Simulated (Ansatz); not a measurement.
# CuO (P4/mmm) in Ansatz: a series of runs

One crystal, CuO, is run at these levels: PBE; tasks: single point.

All numbers are computed with Ansatz 0.2.0; they aren't measurements. Logs are shortened: lines on timing, memory, paths and dates and some standing lists are left out, and cuts for length are marked.

**1. The crystal as given**

The structure is tetragonal, space group P4/mmm (No. 123). Conventional cell: a = 4.161 Å, b = 4.161 Å, c = 3.888 Å, α = 90.00°, β = 90.00°, γ = 90.00°. Around Cu (site symmetry mmm) lie 4 O at 1.94 to 2.08 Å. Cu (site symmetry 4/mmm) is surrounded by 6 O at 1.94 to 2.08 Å. O (site symmetry 4/mmm) has 6 Cu at 1.94 to 2.08 Å as nearest neighbours. O (site symmetry mmm) is surrounded by 4 Cu at 1.94 to 2.08 Å.

Measurements of this composition are mostly on another form, of space group No. 15.

**2. Single point, PBE, 10.54 Å³/atom (volume scaled by 0.94)**

input.yaml

```yaml
crystal:
  lattice:
    - [4.0759960844, 0.0, 0.0]
    - [0.0, 4.0759960844, 0.0]
    - [0.0, 0.0, 3.8082810784]
  atoms:
    - { symbol: Cu, position: [0.5, 0.0, 0.5] }
    - { symbol: Cu, position: [0.0, 0.5, 0.5] }
    - { symbol: Cu, position: [0.0, 0.0, 0.0] }
    - { symbol: O, position: [0.0, 0.0, 0.5] }
    - { symbol: O, position: [0.5, 0.0, 0.0] }
    - { symbol: O, position: [0.0, 0.5, 0.0] }
kpoints:
  mp_grid: { grid: [7, 7, 7] }
scf:
  occupations: { method: fermi_dirac, width: 0.05 }
hamiltonian:
  xc: pbe
  pseudopotentials: { kind: all_electron, lapw: { basis_error: 0.001 } }
output:
  forces: true
  stress: true
  eigenvalues: true
```

Potentials or basis: all-electron LAPW, scalar-relativistic.

Started as:

```
$ ansatz run input.yaml --threads 4 --pin off --max-ram 12288MiB --backend cpu --events-out ev --progress --plain --runs-dir out
```

Standard output:

```text
Warning: RAYON_NUM_THREADS=4 ignored (pool sized by the plan → 4); use --threads N
LAPW: plane waves up to 11.020 Å⁻¹, error target 1.0e-3 eV per atom; small_component_spin mean_spin; O in spheres of 0.853 Å, 8 of its electrons in bands, Dirac shells []; Cu in spheres of 1.051 Å, 19 of its electrons in bands, Dirac shells [] (how accurate: hamiltonian.pseudopotentials.lapw.basis_error, Limitations)
Engine: ansatz 0.2.0, x86_64-unknown-linux-gnu
Pseudopotentials: kind: all_electron
Pseudopotential: Cu, LAPW, valence charge 19, lapw/all_electron/scalar/gaussian/Cu, Koelling and Harmon's equation, gaussian nucleus
Pseudopotential: O, LAPW, valence charge 8, lapw/all_electron/scalar/gaussian/O, Koelling and Harmon's equation, gaussian nucleus
Functional definition: PBE
  parameter kappa = 0.804
  parameter beta = 0.06672455060314922
  exchange = pbe_x(kappa = kappa, mu = beta*pi^2/3)
  correlation = pbe_c(beta = beta)
Crystal: 6 atoms, lattice volume = 63.270 Å³
Basis set: ecut = 462.7211476125182 eV, 1405 PW (Γ), exchange–correlation at level 2
Bands: 49, of which v1, the nominal top of the filled ones, is band 41 counted from 1 (40 counted from 0)
Symmetry: 16 space group operations
Space group: P4/mmm (ITA 123), of the structure as read, at distance tolerance 4.0e-5 Å
k-points: 40 of 343
Non-local potential: Cu, projectors of the file, none
Non-local potential: O, projectors of the file, none
Initial density: superposition of atomic densities (chi_scale 0.1, normalization cell, long waves kept (reshape's long-wave potential 0.03 eV rms))
Initial wavefunctions: plane waves of lowest kinetic energy (no species holds an atomic orbital)
Functional: x = pbe(κ = 0.804, μ = 0.2195149727645171), c = pbe(β = 0.06672455060314922)
iter 1 solved again at ethr=2.45e-2 eV; its pass at ethr=1.00e-1 eV (dr2=1.98e1 eV) is discarded
SCF iter   1: F=—  HF=-141251.985675 eV  |F-HF|=—  |Δ(HF+E_count)|=         —  Δρ=1.65e-1  dr2=1.98e1  ethr=2.45e-2  ⟨swp⟩=2.0  Hψ=12234  notcnv=0
preconditioner: auto → LDOS  [metal: Δε(μ)=0.024 eV  Ē_g=11.899 eV  σ=0.050 eV  W_gap=0.12  n_scr=26 (ndim 8)  ℏωp=33.3 eV  f_vac=0.108  D(μ)=5.32/eV (n_scr^D=72)  β→1.0]
SCF iter   2: F=—  HF=-141243.211239 eV  |F-HF|=—  |Δ(HF+E_count)|=    8.77e0  Δρ=6.35e-2  dr2=2.72e0  ethr=2.45e-2  ⟨swp⟩=2.0  Hψ=5880  notcnv=0
SCF iter   3: F=—  HF=-141243.604017 eV  |F-HF|=—  |Δ(HF+E_count)|=   3.93e-1  Δρ=3.19e-2  dr2=6.96e-1  ethr=3.36e-3  ⟨swp⟩=3.0  Hψ=6109  notcnv=0
SCF iter   4: F=—  HF=-141242.229425 eV  |F-HF|=—  |Δ(HF+E_count)|=    1.37e0  Δρ=1.11e-2  dr2=1.01e-1  ethr=8.60e-4  ⟨swp⟩=3.0  Hψ=6459  notcnv=0
SCF iter   5: F=—  HF=-141242.203528 eV  |F-HF|=—  |Δ(HF+E_count)|=         —  Δρ=3.75e-3  dr2=1.05e-2  ethr=1.24e-4  ⟨swp⟩=2.0  Hψ=5999  notcnv=0
the basis was enlarged: its passes take 989.0 KiB over the memory plan, 4 of 4 planned eigensolver slots
SCF iter   6: F=—  HF=-141242.203526 eV  |F-HF|=—  |Δ(HF+E_count)|=   1.62e-6  Δρ=1.13e-3  dr2=1.07e-3  ethr=1.30e-5  ⟨swp⟩=2.0  Hψ=5691  notcnv=0
SCF iter   7: F=—  HF=-141242.203402 eV  |F-HF|=—  |Δ(HF+E_count)|=   1.24e-4  Δρ=3.51e-4  dr2=1.33e-4  ethr=1.32e-6  ⟨swp⟩=2.0  Hψ=5693  notcnv=0
iter 8 solved again at ethr=1.04e-8 eV; its pass at ethr=1.64e-7 eV (dr2=8.42e-6 eV) is discarded
SCF iter   8: F=—  HF=-141242.203372 eV  |F-HF|=—  |Δ(HF+E_count)|=   3.04e-5  Δρ=9.91e-5  dr2=8.43e-6  ethr=1.04e-8  ⟨swp⟩=2.0  Hψ=9704  notcnv=0
SCF iter   9: F=—  HF=-141242.203372 eV  |F-HF|=—  |Δ(HF+E_count)|=   3.41e-9  Δρ=2.49e-5  dr2=5.16e-7  ethr=1.04e-8  ⟨swp⟩=2.0  Hψ=5692  notcnv=0
SCF iter  10: F=-141242.203372 eV  HF=-141242.203372 eV  |F-HF|=8.73e-9  |Δ(HF+E_count)|=   3.66e-8  Δρ=4.83e-6  dr2=1.22e-8  ethr=6.37e-10  ⟨swp⟩=2.0  Hψ=5692  notcnv=0
SCF 1 converged in 10 iterations: F = -141242.203372 eV  dr2 = 1.22e-8
SCF converged after 10 iterations
Free energy (F): -141242.203372 eV
Harris-Foulkes:  -141242.203372 eV  (|F-HF|=8.73e-9)
Internal energy: -141242.176445 eV  (E = F + TS)
E sigma→0 (E₀):  -141242.189908 eV
Entropy (-TS):   -0.026927 eV (-4.488 meV/atom)
Fermi energy:    11.104444 eV
--- Per-component energies (eV) ---
  E_band       = -4325.616463
  E_kinetic    = 143568.099242
  E_xc         = -6218.142016
  E_electrostatic = -278592.133671  (all electrons and nuclei)
  E_smearing   = -0.026927  (= −TS)
  E_closure    = 0.000000  (closes the sum)
  E_atoms      = -141214.307880  (free atoms, spherical and without spin; not in F)
  Σ components = -141242.203372   (vs F -141242.203372, Δ=0.00e0)
  Basis errors (estimates in eV, not in F): energy 4.4e-4 per atom: plane waves 4.0e-4 (2.4e-4 summed), levels above the bands 5.5e-107, relativity 9.5e-8, radial functions 4.4e-5, core shells 1.3e-8; eigenvalues (radial functions only) 5.2e-6; not estimated: angular momenta, meshes, grids; target (lapw.basis_error) 1.0e-3; muffin-tin radii O 0.853 Å, Cu 1.051 Å
--- Forces (eV/Å), atoms counted from 1 ---
  atom   1  Cu     0.00000000     0.00000000     0.00000000
  atom   2  Cu    -0.00000000    -0.00000000     0.00000000
  atom   3  Cu     0.00000000     0.00000000     0.00000000
  atom   4  O      0.00000000     0.00000000     0.00000000
  atom   5  O     -0.00000000     0.00000000     0.00000000
  atom   6  O      0.00000000     0.00000000     0.00000000
  max |Σ_I F_I| component: 7.89e-31 eV/Å
--- Stress (GPa, compression-positive) ---
       10.316353       0.000000       0.000000
        0.000000      10.316353       0.000000
        0.000000       0.000000      16.605086
  P = ⅓ Tr σ = 12.4126 GPa (124.126 kbar)
--- Band table (eV; the first three rows and the last of 40) ---
  k-point 0: bands = ["-496.1167", "-494.6137", "-494.6137", "-101.7330", "-101.2050", "-101.2036", "-59.1862", "-59.0698", "-59.0698", "-58.7126", "-58.7110", "-58.6451", "-58.6451", "-58.4220", "-58.4220", "-9.2975", "-7.0980", "-6.6166", "4.6854", "4.8208", "4.8208", "7.4834", "7.4834", "7.5920", "7.8298", "7.9323", "7.9625", "8.0101", "8.0101", "8.5655", "8.5989", "8.6461", "8.8927", "8.8927", "9.1652", "9.2214", "9.2214", "9.4219", "9.4219", "9.4450", "9.5748", "9.7138", "12.5466", "17.5236", "19.1273", "20.0991", "20.0991", "22.3933", "23.0725"]
  k-point 1: bands = ["-496.1167", "-494.6137", "-494.6137", "-101.7330", "-101.2050", "-101.2036", "-59.1862", "-59.0698", "-59.0698", "-58.7128", "-58.7111", "-58.6452", "-58.6452", "-58.4220", "-58.4220", "-9.2199", "-7.1057", "-6.5680", "4.3967", "4.8426", "4.8426", "6.8668", "6.8944", "6.9705", "6.9705", "7.8654", "7.9694", "8.4092", "8.4092", "8.6118", "8.6298", "8.6298", "8.7047", "9.1520", "9.1974", "9.2875", "9.2875", "9.4452", "9.8712", "9.8712", "9.8748", "10.0774", "13.2355", "17.8611", "19.5753", "19.8551", "19.8551", "21.5713", "23.9197"]
  k-point 2: bands = ["-496.1167", "-494.6137", "-494.6137", "-101.7330", "-101.2050", "-101.2035", "-59.1862", "-59.0697", "-59.0697", "-58.7130", "-58.7112", "-58.6453", "-58.6453", "-58.4219", "-58.4219", "-9.0294", "-7.1392", "-6.4552", "3.9231", "4.9155", "4.9155", "5.5692", "5.8532", "6.3563", "6.3563", "7.9611", "8.0123", "8.1328", "8.1328", "8.5190", "8.7867", "8.9756", "8.9756", "9.1048", "9.4458", "9.5679", "9.5679", "9.6698", "10.1402", "10.4365", "10.4365", "10.7475", "14.7186", "18.5293", "19.3243", "19.3243", "20.7597", "20.7837", "24.8346"]
  k-point 39: bands = ["-496.1167", "-494.6137", "-494.6137", "-101.7330", "-101.2043", "-101.2043", "-59.1867", "-59.0700", "-59.0700", "-58.7120", "-58.7119", "-58.6521", "-58.6380", "-58.4285", "-58.4158", "-8.5856", "-6.6548", "-6.6113", "2.6543", "3.2511", "3.2582", "5.3123", "5.4038", "5.4045", "5.6152", "5.9168", "8.2748", "8.5839", "8.6396", "8.8570", "8.9272", "8.9314", "9.1146", "9.5969", "9.7958", "9.9591", "10.5638", "11.1504", "12.2055", "12.2513", "12.3191", "12.3505", "13.1371", "18.1997", "19.4927", "19.4953", "20.5481", "20.5821", "22.7769"]
```

It took 75 s on 4 threads of AMD EPYC (Zen 3), shared host; peak memory 0.78 GiB.

Results:

```
Free energy            : -141242.2034 eV
Pressure               : 12.4 GPa
Band gap on the k mesh : none (metal or under the smearing width)
```

Caveat: an odd number of electrons without spin polarisation forces a metal; a magnetic or distorted state may lie lower; the run has no spin polarisation, though such a crystal can be magnetic; semilocal functionals often make such compounds metallic where correlation or magnetic order opens a gap, which also shifts bond lengths.

**3. Single point, PBE, 10.77 Å³/atom (volume scaled by 0.96)**

input.yaml: that of step 2 with these lines changed.

```diff
@@ -2,5 +2,5 @@
   lattice:
-    - [4.0759960844, 0.0, 0.0]
-    - [0.0, 4.0759960844, 0.0]
-    - [0.0, 0.0, 3.8082810784]
+    - [4.104701228, 0.0, 0.0]
+    - [0.0, 4.104701228, 0.0]
+    - [0.0, 0.0, 3.8351008429]
   atoms:
```

Potentials or basis: all-electron LAPW, scalar-relativistic.

Started as:

```
$ ansatz run input.yaml --threads 4 --pin off --max-ram 12288MiB --backend cpu --events-out ev --progress --plain --runs-dir out
```

Run time: 60 s. Hardware: 4 threads of AMD EPYC (Zen 3), shared host; peak memory 0.79 GiB.

It converged, with:

- Free energy: -141242.2906 eV
- Pressure: 8.4 GPa
- Band gap on the k mesh: none (metal or under the smearing width)

Caveat: an odd number of electrons without spin polarisation forces a metal; a magnetic or distorted state may lie lower; the run has no spin polarisation, though such a crystal can be magnetic; semilocal functionals often make such compounds metallic where correlation or magnetic order opens a gap, which also shifts bond lengths.

**4. Single point, PBE, 10.99 Å³/atom (volume scaled by 0.98)**

input.yaml: that of step 3 with these lines changed.

```diff
@@ -2,5 +2,5 @@
   lattice:
-    - [4.104701228, 0.0, 0.0]
-    - [0.0, 4.104701228, 0.0]
-    - [0.0, 0.0, 3.8351008429]
+    - [4.1330104069, 0.0, 0.0]
+    - [0.0, 4.1330104069, 0.0]
+    - [0.0, 0.0, 3.8615506501]
   atoms:
```

Started as:

```
$ ansatz run input.yaml --threads 4 --pin off --max-ram 12288MiB --backend cpu --events-out ev --progress --plain --runs-dir out
```

Run time: 51 s. Hardware: 4 threads of AMD EPYC (Zen 3), shared host; peak memory 0.79 GiB.

The run converged. Its results:

- Free energy: -141242.3464 eV
- Pressure: 4.9 GPa
- Band gap on the k mesh: none (metal or under the smearing width)

Caveat: an odd number of electrons without spin polarisation forces a metal; a magnetic or distorted state may lie lower; the run has no spin polarisation, though such a crystal can be magnetic; semilocal functionals often make such compounds metallic where correlation or magnetic order opens a gap, which also shifts bond lengths.

**5. Single point, PBE, 11.22 Å³/atom**

input.yaml: that of step 4 with these lines changed.

```diff
@@ -2,5 +2,5 @@
   lattice:
-    - [4.1330104069, 0.0, 0.0]
-    - [0.0, 4.1330104069, 0.0]
-    - [0.0, 0.0, 3.8615506501]
+    - [4.160937, 0.0, 0.0]
+    - [0.0, 4.160937, 0.0]
+    - [0.0, 0.0, 3.887643]
   atoms:
```

Started as:

```
$ ansatz run input.yaml --threads 4 --pin off --max-ram 12288MiB --backend cpu --events-out ev --progress --plain --runs-dir out
```

Wall time 48 s (4 threads of AMD EPYC (Zen 3), shared host); peak memory 0.79 GiB.

It converged, with:

```
Free energy            : -141242.3740 eV
Pressure               : 1.7 GPa
Band gap on the k mesh : none (metal or under the smearing width)
```

Caveat: an odd number of electrons without spin polarisation forces a metal; a magnetic or distorted state may lie lower; the run has no spin polarisation, though such a crystal can be magnetic; semilocal functionals often make such compounds metallic where correlation or magnetic order opens a gap, which also shifts bond lengths.

**6. Single point, PBE, 11.44 Å³/atom (volume scaled by 1.02)**

input.yaml: that of step 5 with these lines changed.

```diff
@@ -2,5 +2,5 @@
   lattice:
-    - [4.160937, 0.0, 0.0]
-    - [0.0, 4.160937, 0.0]
-    - [0.0, 0.0, 3.887643]
+    - [4.1884936772, 0.0, 0.0]
+    - [0.0, 4.1884936772, 0.0]
+    - [0.0, 0.0, 3.9133897305]
   atoms:
```

Potentials or basis: all-electron LAPW, scalar-relativistic.

Started as:

```
$ ansatz run input.yaml --threads 4 --pin off --max-ram 12288MiB --backend cpu --events-out ev --progress --plain --runs-dir out
```

Run time: 57 s. Hardware: 4 threads of AMD EPYC (Zen 3), shared host; peak memory 0.79 GiB.

Results (log left out):

```yaml
Free_energy: -141242.3764 eV
Pressure: -1.1 GPa
Band_gap_on_the_k_mesh: none (metal or under the smearing width)
```

Caveat: an odd number of electrons without spin polarisation forces a metal; a magnetic or distorted state may lie lower; the run has no spin polarisation, though such a crystal can be magnetic; semilocal functionals often make such compounds metallic where correlation or magnetic order opens a gap, which also shifts bond lengths.

**7. Single point, PBE, 11.67 Å³/atom (volume scaled by 1.04)**

input.yaml: that of step 6 with these lines changed.

```diff
@@ -2,5 +2,5 @@
   lattice:
-    - [4.1884936772, 0.0, 0.0]
-    - [0.0, 4.1884936772, 0.0]
-    - [0.0, 0.0, 3.9133897305]
+    - [4.2156924503, 0.0, 0.0]
+    - [0.0, 4.2156924503, 0.0]
+    - [0.0, 0.0, 3.9388020641]
   atoms:
```

Started as:

```
$ ansatz run input.yaml --threads 4 --pin off --max-ram 12288MiB --backend cpu --events-out ev --progress --plain --runs-dir out
```

It took 53 s on 4 threads of AMD EPYC (Zen 3), shared host; peak memory 0.79 GiB.

Results (log left out):

```yaml
Free_energy: -141242.3565 eV
Pressure: -3.6 GPa
Band_gap_on_the_k_mesh: none (metal or under the smearing width)
```

Caveat: an odd number of electrons without spin polarisation forces a metal; a magnetic or distorted state may lie lower; the run has no spin polarisation, though such a crystal can be magnetic; semilocal functionals often make such compounds metallic where correlation or magnetic order opens a gap, which also shifts bond lengths.

**8. Single point, PBE, 11.89 Å³/atom (volume scaled by 1.06)**

input.yaml: that of step 7 with these lines changed.

```diff
@@ -2,5 +2,5 @@
   lattice:
-    - [4.2156924503, 0.0, 0.0]
-    - [0.0, 4.2156924503, 0.0]
-    - [0.0, 0.0, 3.9388020641]
+    - [4.2425447185, 0.0, 0.0]
+    - [0.0, 4.2425447185, 0.0]
+    - [0.0, 0.0, 3.9638906518]
   atoms:
```

Started as:

```
$ ansatz run input.yaml --threads 4 --pin off --max-ram 12288MiB --backend cpu --events-out ev --progress --plain --runs-dir out
```

It took 43 s on 4 threads of AMD EPYC (Zen 3), shared host; peak memory 0.79 GiB.

The run converged. Its results:

```yaml
Free_energy: -141242.3166 eV
Pressure: -5.9 GPa
Band_gap_on_the_k_mesh: none (metal or under the smearing width)
```

Caveat: an odd number of electrons without spin polarisation forces a metal; a magnetic or distorted state may lie lower; the run has no spin polarisation, though such a crystal can be magnetic; semilocal functionals often make such compounds metallic where correlation or magnetic order opens a gap, which also shifts bond lengths.
